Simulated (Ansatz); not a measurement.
**BaTiO3 (model cell, started as cubic perovskite with Ti in the octahedra): following an unstable mode**

Wanted: the energy along a soft mode of BaTiO3 (model cell, started as cubic perovskite with Ti in the octahedra) and the structure at the end.

Program: Ansatz 0.2.0. Level of theory: DFT PBEsol, scalar-relativistic, plane waves, PAW; PAW set soft_1. Results are calculated unless marked as measured.

## (1) Set-up

The structure is cubic, space group Pm-3m (No. 221). Conventional cell: a = 3.970 Å, b = 3.970 Å, c = 3.970 Å, α = 90.00°, β = 90.00°, γ = 90.00°. Ba has 12 O at 2.81 Å nearest. Nearest to Ti lie 6 O at 1.99 Å. Nearest to O lie 2 Ti at 1.99 Å and 4 Ba at 2.81 Å. Farther neighbours and most contacts between anions are not listed.

## (2) Response at finite wavevector

The cell comes from relaxations at this level that are not shown. Stability and thermal properties need the whole zone. Linear response on a 4×4×4 q mesh gives force constants as far as a supercell of that size would, and the tensors from the zone-centre run are typed in so that the long-range dipole term is interpolated apart.

Input file input.yaml:

```yaml
crystal:
  lattice:
    - [3.9701498195, 0.0, 0.0]
    - [0.0, 3.9701498195, 0.0]
    - [0.0, 0.0, 3.9701498195]
  atoms:
    - { symbol: Ba, position: [0.0, 0.0, 0.0] }
    - { symbol: Ti, position: [0.5, 0.5, 0.5] }
    - { symbol: O, position: [0.5, 0.5, 0.0] }
    - { symbol: O, position: [0.5, 0.0, 0.5] }
    - { symbol: O, position: [0.0, 0.5, 0.5] }
kpoints:
  mp_grid: { grid: [8, 8, 8] }
hamiltonian:
  xc: pbesol
  pseudopotentials: { kind: paw, azcp: { folder: soft_1 }, xc_functional: pbe }
scf:
  occupations: { method: fixed }
output:
  eigenvalues: true
phonons:
  method: dfpt
  qmesh: [4, 4, 4]
  temperatures: { t_max: 1000, t_step: 50 }
  qpath:
    path:
      - [[0.0, 0.0, 0.0], [0.0, 0.5, 0.0], [0.5, 0.5, 0.0], [0.0, 0.0, 0.0], [0.5, 0.5, 0.5], [0.0, 0.5, 0.0]]
      - [[0.5, 0.5, 0.5], [0.5, 0.5, 0.0]]
    npoints: 10
  non_analytic_term:
    high_frequency_dielectric_tensor: [[6.7286, 0.0, 0.0], [0.0, 6.7286, 0.0], [0.0, 0.0, 6.7286]]
    born_effective_charges:
      - { species: Ba, tensor: [[2.7775, 0.0, 0.0], [0.0, 2.7775, 0.0], [0.0, 0.0, 2.7775]] }
      - { species: Ti, tensor: [[7.3419, 0.0, 0.0], [0.0, 7.3419, 0.0], [0.0, 0.0, 7.3419]] }
      - { species: O, tensor: [[-2.157, 0.0, 0.0], [0.0, -2.157, 0.0], [0.0, 0.0, -5.8054]] }
      - { species: O, tensor: [[-2.157, 0.0, 0.0], [0.0, -5.8054, 0.0], [0.0, 0.0, -2.157]] }
      - { species: O, tensor: [[-5.8054, 0.0, 0.0], [0.0, -2.157, 0.0], [0.0, 0.0, -2.157]] }
    source: "zone-centre run at this cell"
```

Started as:

```bash
$ ansatz run input.yaml --threads 4 --pin off --max-ram 16384MiB --backend cpu --events-out ev --progress --plain --runs-dir out
```

Numbers of over 12 decimals in the logs are rounded to 6 here.

The program printed:

```text
Engine: ansatz 0.2.0, aarch64-unknown-linux-gnu
Pseudopotentials: kind: paw
Pseudopotential: Ba, paw, valence charge 10, recommended cutoff 420 eV (normal), soft_1/Ba.paw.azcp
Pseudopotential: Ti, paw, valence charge 12, recommended cutoff 420 eV (normal), soft_1/Ti.paw.azcp
Pseudopotential: O, paw, valence charge 6, recommended cutoff 420 eV (normal), soft_1/O.paw.azcp
Functional definition: PBEsol
  exchange = pbesol_x
  correlation = pbesol_c
Crystal: 5 atoms, lattice volume = 62.578 Å³
Basis set: ecut = 420 eV, 1237 PW (Γ), exchange–correlation on 54×54×54 points (8 copies of the dense FFT grid, shifted against one another)
Bands: 25, of which v1, the nominal top of the filled ones, is band 20 counted from 1 (19 counted from 0)
Symmetry: 48 space group operations
k-points: 35 of 512
Non-local potential: Ba, projectors of the file, l = 0: 3, l = 1: 2, l = 2: 2, l = 3: 2
Non-local potential: Ti, projectors of the file, l = 0: 3, l = 1: 2, l = 2: 3, l = 3: 1
Non-local potential: O, projectors of the file, l = 0: 2, l = 1: 2, l = 2: 1
PAW form: soft (Blöchl's): semilocal exchange-correlation on the pseudo side does not see the compensation charge
PAW frozen core: Ba, regenerated for the run's functional, and the local potential with it (the file was generated under x = pbe(κ = 0.804, μ = 0.219515), c = pbe(β = 0.066725))
PAW frozen core: Ti, regenerated for the run's functional, and the local potential with it (the file was generated under x = pbe(κ = 0.804, μ = 0.219515), c = pbe(β = 0.066725))
PAW frozen core: O, regenerated for the run's functional, and the local potential with it (the file was generated under x = pbe(κ = 0.804, μ = 0.219515), c = pbe(β = 0.066725))
PAW one-centre angular grid: Ba, 194 points (default); XC on 64 Gauss nodes
PAW one-centre angular grid: Ti, 590 points (default); XC on 64 Gauss nodes
PAW one-centre angular grid: O, 110 points (default); XC on 64 Gauss nodes
Initial density: superposition of atomic densities (chi_scale 0.1, normalization cell, long waves kept (reshape's long-wave potential 0.00 eV rms))
Initial wavefunctions: pseudopotential atomic-orbital guess
Functional: x = pbesol(κ = 0.804, μ = 0.123457), c = pbesol(β = 0.046)
SCF iter   1: F=—  HF=-10028.074330 eV  |F-HF|=—  |Δ(HF+E_count)|=         —  Δρ=5.64e-2  dr2=2.12e0  ethr=3.10e-3  ⟨swp⟩=4.6  Hψ=3362  notcnv=0  defer=80
preconditioner: auto → Resta (q_TF=auto, 2.532 Å⁻¹)  ε∞=5.9  [insulator: Δε(μ)=2.222 eV  Ē_g=11.632 eV  n_scr=18 (ndim 8)  ℏωp=25.7 eV  f_vac=0.000  ε∞_Penn≈5.9]
SCF iter   2: F=—  HF=-10027.687008 eV  |F-HF|=—  |Δ(HF+E_count)|=   3.87e-1  Δρ=2.34e-2  dr2=4.49e-1  ethr=3.10e-3  ⟨swp⟩=2.6  Hψ=1675  notcnv=0  defer=41
SCF iter   3: F=—  HF=-10027.628895 eV  |F-HF|=—  |Δ(HF+E_count)|=   5.81e-2  Δρ=8.75e-3  dr2=4.90e-2  ethr=1.12e-3  ⟨swp⟩=2.0  Hψ=1435  notcnv=0  defer=72
SCF iter   4: F=—  HF=-10027.632284 eV  |F-HF|=—  |Δ(HF+E_count)|=   3.39e-3  Δρ=9.79e-3  dr2=5.97e-2  ethr=1.23e-4  ⟨swp⟩=2.4  Hψ=1655  notcnv=0  defer=75
SCF iter   5: F=—  HF=-10027.621994 eV  |F-HF|=—  |Δ(HF+E_count)|=   1.03e-2  Δρ=1.41e-3  dr2=9.00e-4  ethr=1.23e-4  ⟨swp⟩=2.0  Hψ=1335  notcnv=0  defer=80
SCF iter   6: F=—  HF=-10027.622450 eV  |F-HF|=—  |Δ(HF+E_count)|=   4.56e-4  Δρ=1.87e-4  dr2=2.13e-5  ethr=2.25e-6  ⟨swp⟩=2.1  Hψ=1421  notcnv=0  defer=97
SCF iter   7: F=—  HF=-10027.622461 eV  |F-HF|=—  |Δ(HF+E_count)|=   1.07e-5  Δρ=6.04e-5  dr2=2.00e-6  ethr=5.31e-8  ⟨swp⟩=2.0  Hψ=1357  notcnv=0  defer=39
SCF iter   8: F=—  HF=-10027.622460 eV  |F-HF|=—  |Δ(HF+E_count)|=   2.87e-7  Δρ=9.33e-6  dr2=4.91e-8  ethr=5.01e-9  ⟨swp⟩=2.3  Hψ=1336  notcnv=0  defer=36
SCF iter   9: F=—  HF=-10027.622460 eV  |F-HF|=—  |Δ(HF+E_count)|=   2.27e-8  Δρ=1.96e-6  dr2=2.82e-9  ethr=1.23e-10  ⟨swp⟩=2.1  Hψ=1452  notcnv=0  defer=36
SCF iter  10: F=—  HF=-10027.622460 eV  |F-HF|=—  |Δ(HF+E_count)|=  3.87e-10  Δρ=4.08e-7  dr2=1.06e-10  ethr=7.05e-12  ⟨swp⟩=2.6  Hψ=1479  notcnv=0  defer=36
SCF iter  11: F=-10027.622460 eV  HF=-10027.622460 eV  |F-HF|=0.00e0  |Δ(HF+E_count)|=  3.64e-12  Δρ=6.69e-8  dr2=2.64e-12  ethr=1.00e-12  ⟨swp⟩=10.7  Hψ=5077  notcnv=0
SCF 1 converged in 11 iterations: F = -10027.622460 eV  dr2 = 2.64e-12
  greatest PAW one-centre occupation: 0.998 electrons in one spin orbital (limit 2), on the Ti atom at site 1 (counted from 0), in its partial waves of l = 0
NSCF: frozen V_eff on 35 k-points
NSCF: frozen V_eff on 125 k-points
DFPT response loops at q = (0, 0, 0) (fractional): preconditioner auto → none (the input reference at scf.mixing.eps_inf says where Resta's filter doesn't serve); β = 0.50; Broyden in place of MSR1
NSCF: frozen V_eff on 400 k-points
DFPT response loops at q = (0, 0, 0.25) (fractional): preconditioner auto → Resta (q_TF=auto, 2.532 Å⁻¹)  ε∞=5.7 (no band partly filled); β = 1.00, the filter's whole step (`scf.mixing.beta` (0.50) is not read by the response loops at its default; to damp them type it under 1.00, their step now; it binds the ground state too); Broyden in place of MSR1
NSCF: frozen V_eff on 250 k-points
DFPT response loops at q = (0, 0, -0.5) (fractional): mixed as the last ones told, above
NSCF: frozen V_eff on 640 k-points
DFPT response loops at q = (0, 0.25, 0.25) (fractional): mixed as the last ones told, above
NSCF: frozen V_eff on 400 k-points
DFPT response loops at q = (0, 0.25, -0.5) (fractional): mixed as the last ones told, above
NSCF: frozen V_eff on 250 k-points
DFPT response loops at q = (0, -0.5, -0.5) (fractional): mixed as the last ones told, above
NSCF: frozen V_eff on 1024 k-points
DFPT response loops at q = (0.25, 0.25, 0.25) (fractional): mixed as the last ones told, above
NSCF: frozen V_eff on 640 k-points
DFPT response loops at q = (0.25, 0.25, -0.5) (fractional): mixed as the last ones told, above
NSCF: frozen V_eff on 400 k-points
DFPT response loops at q = (0.25, -0.5, -0.5) (fractional): mixed as the last ones told, above
NSCF: frozen V_eff on 250 k-points
DFPT response loops at q = (-0.5, -0.5, -0.5) (fractional): mixed as the last ones told, above
SCF converged after 11 iterations
Free energy (F): -10027.622460 eV
Harris-Foulkes:  -10027.622460 eV  (|F-HF|=0.00e0)
Internal energy: -10027.622460 eV  (E = F + TS)
E sigma→0 (E₀):  -10027.622460 eV
Fermi energy:    10.471432 eV
--- Per-component energies (eV) ---
  E_band       = -131.058695
  E_kinetic    = 945.867596
  E_local      = -2139.799686  (includes V_loc(G=0)·N_el)
  E_nonlocal   = 310.760499
  E_hartree    = 821.911242
  E_xc         = -527.765352
  E_vxc        = -550.532329  (∫ρ·V_xc dr)
  E_paw        = -6595.139449  (= ΣΔE_a)
  E_vpaw       = -341.179415  (= ΣTr[D̂ρ^β])
  E_aug_tail   = 0.002221  (compensation charges beyond the density's cutoff)
  E_ewald      = -2843.856218
  E_core_change = 0.396686  (= ΣΔE_core)
  E_smearing   = -0.000000  (= −TS)
  E_closure    = -0.000000  (closes the sum)
  Σ components = -10027.622460   (vs F -10027.622460, Δ=0.00e0)
--- Band table (eV; the first three rows and the last of 35) ---
  k-point 0: bands = [... 16 lower, 9.3053, 10.4000, 10.4000, 10.4000, 12.2916, 12.2916, 12.2916, 14.6519, ... 1 higher]
  k-point 1: bands = [... 16 lower, 9.1666, 9.9915, 10.2784, 10.2784, 12.3116, 12.6274, 12.6274, 14.6536, ... 1 higher]
  k-point 2: bands = [... 16 lower, 8.8657, 9.2606, 10.0533, 10.0533, 12.3609, 13.3059, 13.3059, 14.6564, ... 1 higher]
  k-point 34: bands = [... 16 lower, 8.1407, 10.4714, 10.4714, 10.4714, 14.8521, 14.8521, 14.8521, 17.3389, ... 1 higher]
--- Phonons (Γ-DFPT): 4 representative perturbations + reference (Σ response iterations 12) ---
  ASR residual: 1.170e-4 → 0.000e0 eV/Å²; symmetrization residual: 4.756e-6 eV/Å²
  ASR residual per site (eV/Å²): 1.70e-5 9.22e-5 1.17e-4 1.17e-4 1.17e-4
  Γ frequencies (cm⁻¹): -187.83 -187.83 -187.83 0.00 0.00 0.00 172.22 172.22 172.22 280.11 280.11 280.11 466.98 466.98 466.98
--- Phonons (arbitrary-q DFPT): 10 irreducible q on the 4×4×4 mesh ---
  q = [0.0000, 0.0000, 0.0000] (star 1, of the zone-centre solve; hermiticity 1.54e-6, symmetrization 4.66e-13): -187.83 -187.83 -187.83 -0.00 -0.00 -0.00 172.22 172.22 172.22 280.11 280.11 280.11 466.98 466.98 466.98
  q = [0.0000, 0.0000, 0.2500] (star 6, 9 solved perturbations in 1560 linear systems a pass and spin channel, the states on 200 of 512 k-point pairs; hermiticity 1.71e-7, symmetrization 4.98e-14): -164.86 -164.86 83.58 83.58 116.94 181.23 181.23 227.57 303.64 303.65 303.65 453.41 453.41 482.96 664.63
  q = [0.0000, 0.0000, -0.5000] (star 3, 9 solved perturbations in 975 linear systems a pass and spin channel, the states on 125 of 512 k-point pairs; hermiticity 2.56e-7, symmetrization 2.04e-13): -149.96 -149.96 107.84 107.84 151.01 197.43 197.43 275.87 322.03 332.51 332.51 434.18 434.18 520.93 657.61
  q = [0.0000, 0.2500, 0.2500] (star 12, 9 solved perturbations in 2460 linear systems a pass and spin channel, the states on 320 of 512 k-point pairs; hermiticity 5.47e-7, symmetrization 1.82e-14): -144.32 83.30 102.25 121.28 210.14 216.97 242.66 256.29 285.11 317.67 351.79 437.60 457.15 481.50 687.98
  q = [0.0000, 0.2500, -0.5000] (star 12, 15 solved perturbations on 200 of 512 k-point pairs; hermiticity 3.58e-7, symmetrization 3.56e-14): -132.14 106.93 107.37 109.27 237.25 249.71 255.77 288.66 308.58 339.38 394.42 412.94 438.82 499.44 693.02
  q = [0.0000, -0.5000, -0.5000] (star 3, 9 solved perturbations in 975 linear systems a pass and spin channel, the states on 125 of 512 k-point pairs; hermiticity 3.88e-7, symmetrization 2.60e-14): -122.97 106.89 107.84 107.84 202.14 279.05 279.05 346.03 346.03 353.51 397.61 440.22 440.22 463.54 714.25
  q = [0.2500, 0.2500, 0.2500] (star 8, 4 solved perturbations in 1376 linear systems a pass and spin channel, the states on 512 of 512 k-point pairs; hermiticity 3.09e-7, symmetrization 2.85e-13): 102.37 102.37 109.58 210.56 210.56 242.96 247.53 247.53 288.36 364.50 364.50 442.36 442.36 472.01 710.89
  q = [0.2500, 0.2500, -0.5000] (star 12, 9 solved perturbations in 2460 linear systems a pass and spin channel, the states on 320 of 512 k-point pairs; hermiticity 2.13e-7, symmetrization 2.08e-13): 106.56 109.66 120.27 219.19 228.86 231.19 231.37 290.54 352.54 376.37 397.94 416.74 427.64 478.13 719.65
  q = [0.2500, -0.5000, -0.5000] (star 6, 9 solved perturbations in 1560 linear systems a pass and spin channel, the states on 200 of 512 k-point pairs; hermiticity 1.86e-7, symmetrization 1.42e-13): 119.88 120.01 120.01 190.63 224.41 224.41 244.08 378.38 378.38 380.58 386.82 430.45 430.45 443.04 735.55
  q = [-0.5000, -0.5000, -0.5000] (star 1, 4 solved perturbations in 350 linear systems a pass and spin channel, the states on 125 of 512 k-point pairs; hermiticity 8.51e-8, symmetrization 1.16e-13): 131.50 131.50 131.50 177.83 177.83 177.83 361.60 361.60 396.66 396.66 396.66 420.29 420.29 420.29 749.35
  sum rule: each row above includes the acoustic sum rule's correction from the zone centre's row sums; it moved no ω² by more than (1.41 cm⁻¹)²
  mesh force constants: q→R imaginary residual 2.40e-18; ASR residual 1.170e-4 → 0.000e0 eV/Å²; symmetrization residual 7.105e-15 eV/Å²
  interpolated dispersion: 63 rows × 15 modes
  density of states and harmonic sums: on the 16×16×16 q-mesh, interpolated from the force constants of a 4×4×4 supercell (with the dipole–dipole term of supplied tensors)
  largest difference from the sums on the solved wave vectors: F 5.51e-2 eV, S 7.07e-5 and C_V 2.07e-5 eV/K
  zero-point energy: 0.273456 eV/cell   skipped modes (ω ≤ 0): 121, of them read as no rigid motion or as one in doubt: 118 (6.157e-1 modes/cell left out, lowest -187.83 cm⁻¹)   left out of the sums: 4.11e-2 of the cell's modes: C_V's classical limit lies that fraction below 3 k_B per atom; for a crystal, a wire or a layer, F and S can be off by more, and a phonons.interpolated_qmesh denser along its periods is the remedy for the sampling
```

Elapsed: 12 min, on 4 threads of Arm Neoverse V1, shared host; peak memory 2.2 GiB; 48 min of CPU time.

In the SCF lines HF is the Harris–Foulkes energy and dr2 the Hartree energy of the density residual, in eV; the loop may stop once dr2 is under the threshold and the program's other checks hold. Hψ counts applications of the Hamiltonian.

Numbers from this step:

- gap on the k-mesh: 1.820 eV
- volume per atom: 12.52 Å³
- sum-rule residual before enforcement: 1.17e-4 eV/Å²
- lowest frequency on the path: -187.8 cm⁻¹
- point group: m-3m
- highest frequency on the path or at a solved wavevector: 749.4 cm⁻¹
- highest optical mode at the zone centre (no LO-TO term): 467.0 cm⁻¹
- lowest optical zone-centre mode: -187.8 cm⁻¹
- lowest mode on the q mesh (acoustic modes at Γ apart): -187.8 cm⁻¹

Frequencies (cm⁻¹) solved at each irreducible wavevector; negative means imaginary. Frequencies by wavevector, by row:

```
q in reciprocal lattice units  star  mode 1  mode 2  mode 3  mode 4  mode 13  mode 14  mode 15
                        0 0 0     1  -187.8  -187.8  -187.8       0      467      467      467
                     0 0 0.25     6  -164.9  -164.9    83.6    83.6    453.4      483    664.6
                     0 0 -0.5     3    -150    -150   107.8   107.8    434.2    520.9    657.6
                  0 0.25 0.25    12  -144.3    83.3   102.2   121.3    457.1    481.5      688
                  0 0.25 -0.5    12  -132.1   106.9   107.4   109.3    438.8    499.4      693
                  0 -0.5 -0.5     3    -123   106.9   107.8   107.8    440.2    463.5    714.2
               0.25 0.25 0.25     8   102.4   102.4   109.6   210.6    442.4      472    710.9
               0.25 0.25 -0.5    12   106.6   109.7   120.3   219.2    427.6    478.1    719.6
               0.25 -0.5 -0.5     6   119.9     120     120   190.6    430.4      443    735.5
               -0.5 -0.5 -0.5     1   131.5   131.5   131.5   177.8    420.3    420.3    749.4
```

Interpolated from a 4×4×4 q mesh, with the LO-TO term (at Γ the limit along the path; where Γ stands inside the path, tables give the limit on arrival). Phonon branches along the path, in cm⁻¹:

| point | branch 1 | branch 2 | branch 3 | branch 4 | branch 12 | branch 13 | branch 14 | branch 15 |
| --- | --- | --- | --- | --- | --- | --- | --- | --- |
| Γ | -188 | -188 | 0 | 0 | 450 | 467 | 467 | 660 |
| halfway | -165 | -165 | 84 | 84 | 453 | 453 | 483 | 665 |
| X | -150 | -150 | 108 | 108 | 434 | 434 | 521 | 658 |
| halfway | -132 | 107 | 107 | 109 | 413 | 439 | 499 | 693 |
| M | -123 | 107 | 108 | 108 | 440 | 440 | 464 | 714 |
| halfway | -144 | 83 | 102 | 121 | 438 | 457 | 482 | 688 |
| Γ | -188 | -188 | 0 | 0 | 450 | 467 | 467 | 660 |
| halfway | 102 | 102 | 110 | 211 | 442 | 442 | 472 | 711 |
| R | 132 | 132 | 132 | 178 | 420 | 420 | 420 | 749 |
| halfway | 107 | 110 | 120 | 219 | 417 | 428 | 478 | 720 |
| X | -150 | -150 | 108 | 108 | 434 | 434 | 521 | 658 |
| jump to R | 132 | 132 | 132 | 178 | 420 | 420 | 420 | 749 |
| halfway | 120 | 120 | 120 | 191 | 430 | 430 | 443 | 736 |
| M | -123 | 107 | 108 | 108 | 440 | 440 | 464 | 714 |

Symmetry leaves 10 wavevectors to solve. The lowest mode among them, the acoustic zeros apart, lies at Γ and is imaginary, 187.8i cm⁻¹, so the energy falls along it.

## (3) The mode frozen in, largest atomic shift 0 Å

The mode followed lies at Γ with frequency 187.8i cm⁻¹ and is 3-fold degenerate, the softest among the wavevectors solved. At small amplitude the distorted cell has space group no. 160 by a symmetry search on the positions. The undistorted cell that holds it gives the zero of energy on the same k mesh.

input.yaml, the sections that differ from step 2:

```yaml
scf:
  occupations: { method: gaussian, width: 0.02 }
output:
  forces: true
  stress: true
  eigenvalues: true
# crystal, kpoints, hamiltonian: as in step 2
# phonons: removed
```

The program printed:

```text
[...]
Crystal: 5 atoms, lattice volume = 62.578 Å³
Basis set: ecut = 420 eV, 1237 PW (Γ), exchange–correlation on 54×54×54 points (8 copies of the dense FFT grid, shifted against one another)
Bands: 25, of which v1, the nominal top of the filled ones, is band 20 counted from 1 (19 counted from 0)
Symmetry: 48 space group operations
[...]
k-points: 35 of 512
[...]
k-point 0: bands = [... 16 lower, 9.3053, 10.3999, 10.3999, 10.3999, 12.2916, 12.2916, 12.2916, 14.6518, ... 1 higher]
  k-point 1: bands = [... 16 lower, 9.1665, 9.9915, 10.2784, 10.2784, 12.3116, 12.6274, 12.6274, 14.6535, ... 1 higher]
  k-point 2: bands = [... 16 lower, 8.8657, 9.2606, 10.0533, 10.0533, 12.3608, 13.3058, 13.3058, 14.6563, ... 1 higher]
  k-point 34: bands = [... 16 lower, 8.1407, 10.4714, 10.4714, 10.4714, 14.8520, 14.8520, 14.8520, 17.3389, ... 1 higher]
[key lines of the parts left out:]
SCF converged after 8 iterations
Free energy (F): -10027.622460 eV
Fermi energy:    11.381495 eV
P = ⅓ Tr σ = 0.0036 GPa (0.036 kbar)
```

Run time: 1.3 s. Hardware: 4 threads; peak memory 0.39 GiB; 4.3 s of CPU time.

Numbers from this step:

```
pressure                         : 0.003630 GPa
energy from the undistorted cell : 0 meV/atom
```

At this level the gap is 1.82 eV on the k-mesh of the self-consistent run, which can miss the band edges.

(Continued in part 2 of 3.)

[Logs are printed without paths, hosts, clocks, repeated set-up lines and the standing remarks that a program may print on its own settings, such as how far it seeks lower states.]

[Hosts, paths, dates, database ids (printed as entryN), source tags and the programs' standing remarks are cut or masked in the printed files.]
